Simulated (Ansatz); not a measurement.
# Y (R-3m) in Ansatz: convergence with wavefunction cutoff

Aim: find how far wavefunction cutoff must go before the results for Y settle, at r2SCAN. This setting moves, with any that are tied to it; all else stays.

All numbers are computed with Ansatz 0.2.0; they aren't measurements. Logs are shortened: lines on timing, memory, paths and dates and some standing lists are left out, and cuts for length are marked.

## 1. Starting point

It takes space group R-3m (No. 166, trigonal). The conventional cell has a = 3.651 Å, b = 3.651 Å, c = 26.175 Å, α = 90.00°, β = 90.00°, γ = 120.00°. Around Y (site symmetry 3m) lie 12 Y at 3.55 to 3.65 Å. Y (site symmetry -3m) is surrounded by 12 Y at 3.62 to 3.65 Å.

This isn't the form of Y at room conditions, which is hcp.

## 2. With wavefunction cutoff 200 eV

Contents of input.yaml:

```yaml
crystal:
  lattice:
    - [1.8253862983, 1.0538872707, 8.7249510165]
    - [-1.8253862983, 1.0538872707, 8.7249510165]
    - [0.0, -2.1077745414, 8.7249510165]
  atoms:
    - { symbol: "Y", position: [0.77887555, 0.77887555, 0.77887555] }
    - { symbol: "Y", position: [0.22112445, 0.22112445, 0.22112445] }
    - { symbol: "Y", position: [0.0, 0.0, 0.0] }
hamiltonian:
  xc: r2scan
  pseudopotentials: { kind: paw }
kpoints:
  mp_grid: { grid: [7, 7, 7] }
scf:
  occupations: { method: fermi_dirac, width: 0.1 }
output:
  forces: true
  stress: true
  eigenvalues: true
basis:
  ecutwfc: "200 eV"
```

Potentials or basis: Ansatz PAW.

Started as:

```console
$ ansatz run input.yaml --threads 2 --pin off --max-ram 5632MiB --backend cpu --events-out ev --progress --plain --runs-dir out
```

The program printed:

```text
Warning: basis.ecutwfc = 200 eV is below the records' recommended 500 eV, and the density's cutoff is lower with it unless basis.ecutrho_ratio is high enough to keep the records' density cutoff: compare with a run at a higher cutoff
Warning: RAYON_NUM_THREADS=2 ignored (pool sized by the plan → 2); use --threads N
basis.fft_grid_basis auto: the FFT boxes are laid along the combinations [[1, 0, -1], [0, 1, -1], [0, 0, 1]] of the cell's own vectors, 3.651, 3.651 and 8.976 Å long. The dense box has 18×18×45 points. Along the cell's own vectors, as sized, it would have 45×45×45, 6.25 times as many. Of the 12 symmetry operations that the crystal satisfies within crystal.symmetry.tolerance (time reversal apart; of a slab, those that keep its plane) the dense box along the cell's own vectors carries 12, and the one as laid loses 8 of those. basis.fft_grid_basis: typed keeps the cell's own vectors: state it where this run's energies or levels are differenced outside the engine with another run's, or held beside a run that keeps those vectors.
Engine: ansatz 0.2.0, aarch64-unknown-linux-gnu
Pseudopotentials: kind: paw
Pseudopotential: Y, paw, valence charge 11, recommended cutoff 500 eV (meta_gga), Y.paw.azcp
Functional definition: r2SCAN
  parameter k0 = 0.174
  parameter k1 = 0.065
  parameter a1 = 4.9479
  exchange = r2scan_x(k0 = k0, k1 = k1, a1 = a1)
  correlation = r2scan_c
Crystal: 3 atoms, lattice volume = 100.708 Å³
Basis set: ecut = 200 eV, 657 PW (Γ), FFT grids on a1−a3, a2−a3, a3, exchange–correlation on 72×72×180 points (64 copies of the dense FFT grid, shifted against one another)
Bands: 21, of which v1, the nominal top of the filled ones, is band 17 counted from 1 (16 counted from 0)
Symmetry: 12 space group operations
Space group: R-3m (ITA 166), of the structure as read, at distance tolerance 4.7e-5 Å
k-points: 44 of 343
Non-local potential: Y, projectors of the file, l = 0: 3, l = 1: 2, l = 2: 2, l = 3: 1
PAW form: soft (Blöchl's): semilocal exchange-correlation on the pseudo side does not see the compensation charge
PAW frozen core: Y, regenerated for the run's functional (the file was generated under x = pbe(κ = 0.804, μ = 0.2195149727645171), c = pbe(β = 0.06672455060314922))
PAW one-centre angular grid: Y, 590 points (default); XC on 160 Gauss nodes
Initial density: superposition of atomic densities (neutral atoms: chi_scale 0, normalization atom), corrected by the library's trained network
Initial wavefunctions: pseudopotential atomic-orbital guess
Functional: x = r2scan, c = r2scan; τ floored in thin density (d = 2e-4 eV/Å³)
[... 15 lines left out ...]
Entropy (-TS):   -0.163909 eV (-54.636 meV/atom)
Fermi energy:    9.204644 eV
--- Per-component energies (eV) ---
  E_band       = -402.916345
  E_kinetic    = 904.609331
  E_local      = -1851.562552  (includes V_loc(G=0)·N_el)
  E_nonlocal   = 149.216555
  E_hartree    = 582.376236
  E_xc         = -499.078441
  E_vxc        = -659.690295  (∫ρ·V_xc dr)
  E_paw        = -8522.639935  (= ΣΔE_a)
  E_vpaw       = -146.494037  (= ΣTr[D̂ρ^β])
  E_aug_tail   = -0.000439  (compensation charges beyond the density's cutoff)
  E_vtau       = 36.254039  (kinetic-family band-sum trace: ∫τ·v_τ [+ j·A + Jᵃ·Aᵃ] dr)
  E_ewald      = -2339.253899
  E_core_change = -0.461860  (= ΣΔE_core)
  E_smearing   = -0.163909  (= −TS)
  E_closure    = 0.000000  (closes the sum)
  Σ components = -11576.958914   (vs F -11576.958914, Δ=0.00e0)
--- Forces (eV/Å), atoms counted from 1 ---
  atom   1  Y     -0.00000000    -0.00000000    -0.05326112
  atom   2  Y      0.00000000     0.00000000     0.05326112
  atom   3  Y     -0.00000000     0.00000000     0.00000000
  max |Σ_I F_I| component: 6.94e-18 eV/Å
--- Stress (GPa, compression-positive) ---
        0.024057      -0.000000      -0.000000
       -0.000000       0.024057       0.000000
       -0.000000      -0.000000      -0.708317
  P = ⅓ Tr σ = -0.2201 GPa (-2.201 kbar)
--- Band table (eV; the first three rows and the last of 44) ---
  k-point 0: bands = ["-35.4215", "-35.3411", "-35.3090", "-14.7790", "-14.7349", "-14.4189", "-14.4189", "-14.3501", "-14.3501", "-14.2815", "-14.2815", "-14.2569", "4.2244", "6.4530", "6.4957", "9.6773", "9.8759", "11.0606", "11.0606", "11.2675", "11.2675"]
  k-point 1: bands = ["-35.4140", "-35.3333", "-35.3036", "-14.7536", "-14.7148", "-14.4724", "-14.4269", "-14.4069", "-14.3631", "-14.3616", "-14.2911", "-14.2815", "4.6675", "6.7050", "7.0009", "9.4241", "9.6404", "10.5479", "10.6799", "11.3797", "11.4006"]
  k-point 2: bands = ["-35.3967", "-35.3164", "-35.2929", "-14.7477", "-14.7338", "-14.6078", "-14.5094", "-14.4716", "-14.4714", "-14.4140", "-14.3365", "-14.3203", "5.8298", "7.2823", "7.8704", "9.0599", "9.1875", "9.5970", "10.2823", "10.8890", "11.2438"]
  k-point 43: bands = ["-35.4123", "-35.3385", "-35.2998", "-14.8473", "-14.5152", "-14.5101", "-14.4476", "-14.4315", "-14.3391", "-14.3379", "-14.3297", "-14.2926", "5.2623", "5.3840", "7.6757", "9.4309", "10.2946", "10.4930", "10.6378", "11.0671", "11.4051"]
```

Wall time 2.4 s (2 threads of Arm Neoverse V1, shared host); peak memory 0.35 GiB.

What came out:

```yaml
Free_energy: -11576.9589 eV
Pressure: -0.2 GPa
Largest_force: 0.053 eV/Å
Band_gap_on_the_k_mesh: none (metal or under the smearing width)
```

## 3. With wavefunction cutoff 250 eV

input.yaml: that of step 2 with these lines changed.

```diff
@@ -21,2 +21,2 @@
 basis:
-  ecutwfc: "200 eV"
+  ecutwfc: "250 eV"
```

Potentials or basis: Ansatz PAW.

Started as:

```console
$ ansatz run input.yaml --threads 2 --pin off --max-ram 5632MiB --backend cpu --events-out ev --progress --plain --runs-dir out
```

Run time: 2.7 s. Hardware: 2 threads of Arm Neoverse V1, shared host; peak memory 0.39 GiB.

Results:

```
Free energy            : -11578.8598 eV
Pressure               : 0.0 GPa
Largest force          : 0.068 eV/Å
Band gap on the k mesh : none (metal or under the smearing width)
```

## 4. With wavefunction cutoff 300 eV

input.yaml: that of step 3 with these lines changed.

```diff
@@ -21,2 +21,2 @@
 basis:
-  ecutwfc: "250 eV"
+  ecutwfc: "300 eV"
```

Started as:

```console
$ ansatz run input.yaml --threads 2 --pin off --max-ram 5632MiB --backend cpu --events-out ev --progress --plain --runs-dir out
```

Wall time 3.6 s (2 threads of Arm Neoverse V1, shared host); peak memory 0.46 GiB.

Results:

```
Free energy            : -11579.1274 eV
Pressure               : -0.1 GPa
Largest force          : 0.064 eV/Å
Band gap on the k mesh : none (metal or under the smearing width)
```

## 5. With wavefunction cutoff 350 eV

input.yaml: that of step 4 with these lines changed.

```diff
@@ -21,2 +21,2 @@
 basis:
-  ecutwfc: "300 eV"
+  ecutwfc: "350 eV"
```

Started as:

```console
$ ansatz run input.yaml --threads 2 --pin off --max-ram 5632MiB --backend cpu --events-out ev --progress --plain --runs-dir out
```

Run time: 4.1 s. Hardware: 2 threads of Arm Neoverse V1, shared host; peak memory 0.48 GiB.

Results:

```
Free energy            : -11579.1535 eV
Pressure               : -0.1 GPa
Largest force          : 0.064 eV/Å
Band gap on the k mesh : none (metal or under the smearing width)
```

## 6. With wavefunction cutoff 400 eV

input.yaml: that of step 5 with these lines changed.

```diff
@@ -21,2 +21,2 @@
 basis:
-  ecutwfc: "350 eV"
+  ecutwfc: "400 eV"
```

Potentials or basis: Ansatz PAW.

Started as:

```console
$ ansatz run input.yaml --threads 2 --pin off --max-ram 5632MiB --backend cpu --events-out ev --progress --plain --runs-dir out
```

Run time: 4.8 s. Hardware: 2 threads of Arm Neoverse V1, shared host; peak memory 0.49 GiB.

It converged, with:

```
Free energy            : -11579.1600 eV
Pressure               : -0.1 GPa
Largest force          : 0.064 eV/Å
Band gap on the k mesh : none (metal or under the smearing width)
```

## 7. With wavefunction cutoff 450 eV

input.yaml: that of step 6 with these lines changed.

```diff
@@ -21,2 +21,2 @@
 basis:
-  ecutwfc: "400 eV"
+  ecutwfc: "450 eV"
```

Started as:

```console
$ ansatz run input.yaml --threads 2 --pin off --max-ram 5632MiB --backend cpu --events-out ev --progress --plain --runs-dir out
```

Run time: 5.8 s. Hardware: 2 threads of Arm Neoverse V1, shared host; peak memory 0.57 GiB.

Results (log left out):

* Free energy: -11579.1655 eV
* Pressure: -0.1 GPa
* Largest force: 0.064 eV/Å
* Band gap on the k mesh: none (metal or under the smearing width)

## 8. With wavefunction cutoff 500 eV

input.yaml: that of step 7 with these lines changed.

```diff
@@ -21,2 +21,2 @@
 basis:
-  ecutwfc: "450 eV"
+  ecutwfc: "500 eV"
```

Started as:

```console
$ ansatz run input.yaml --threads 2 --pin off --max-ram 5632MiB --backend cpu --events-out ev --progress --plain --runs-dir out
```

Wall time 6.5 s (2 threads of Arm Neoverse V1, shared host); peak memory 0.61 GiB.

The run converged. Its results:

```yaml
Free_energy: -11579.1685 eV
Pressure: -0.2 GPa
Largest_force: 0.064 eV/Å
Band_gap_on_the_k_mesh: none (metal or under the smearing width)
```

## 9. With wavefunction cutoff 600 eV

input.yaml: that of step 8 with these lines changed.

```diff
@@ -21,2 +21,2 @@
 basis:
-  ecutwfc: "500 eV"
+  ecutwfc: "600 eV"
```

Potentials or basis: Ansatz PAW.

Started as:

```console
$ ansatz run input.yaml --threads 2 --pin off --max-ram 5632MiB --backend cpu --events-out ev --progress --plain --runs-dir out
```

It took 9.1 s on 2 threads of Arm Neoverse V1, shared host; peak memory 0.67 GiB.

Results (log left out):

```yaml
Free_energy: -11579.1705 eV
Pressure: -0.2 GPa
Largest_force: 0.063 eV/Å
Band_gap_on_the_k_mesh: none (metal or under the smearing width)
```

## 10. With wavefunction cutoff 800 eV

input.yaml: that of step 9 with these lines changed.

```diff
@@ -21,2 +21,2 @@
 basis:
-  ecutwfc: "600 eV"
+  ecutwfc: "800 eV"
```

Started as:

```console
$ ansatz run input.yaml --threads 2 --pin off --max-ram 5632MiB --backend cpu --events-out ev --progress --plain --runs-dir out
```

Run time: 12 s. Hardware: 2 threads of Arm Neoverse V1, shared host; peak memory 0.98 GiB.

Results (log left out):

* Free energy: -11579.1740 eV
* Pressure: -0.1 GPa
* Largest force: 0.064 eV/Å
* Band gap on the k mesh: none (metal or under the smearing width)

## 11. Result

```tsv
wavefunction cutoff	energy less the tightest run, at zero smearing (meV/atom)	pressure (GPa)	largest force (eV/Å)	SCF cycles	CPU time (s)	peak memory (GiB)
200 eV	738.14	-0.22	0.053	7	4.6	0.35
250 eV	104.65	0.01	0.068	7	5.2	0.39
300 eV	15.51	-0.12	0.064	7	6.9	0.46
350 eV	6.81	-0.14	0.064	7	8	0.48
400 eV	4.66	-0.14	0.064	7	9.2	0.49
450 eV	2.82	-0.15	0.064	7	11	0.57
500 eV	1.83	-0.16	0.064	7	13	0.61
600 eV	1.14	-0.15	0.063	7	18	0.67
800 eV	0.00	-0.15	0.064	7	24	0.98
```

Against the tightest run, the pressure stays within 0.1 GPa from 300 eV on; the largest force stays within 0.005 eV/Å from 250 eV on. Not settled before the last step: the energy (to 1 meV/atom). The tightest run that finished is the yardstick and may itself not be fully converged.

Caveats: the PAW data sets come from PBE, with cores solved anew for the run's functional, which leaves a small shift of forces and pressure.
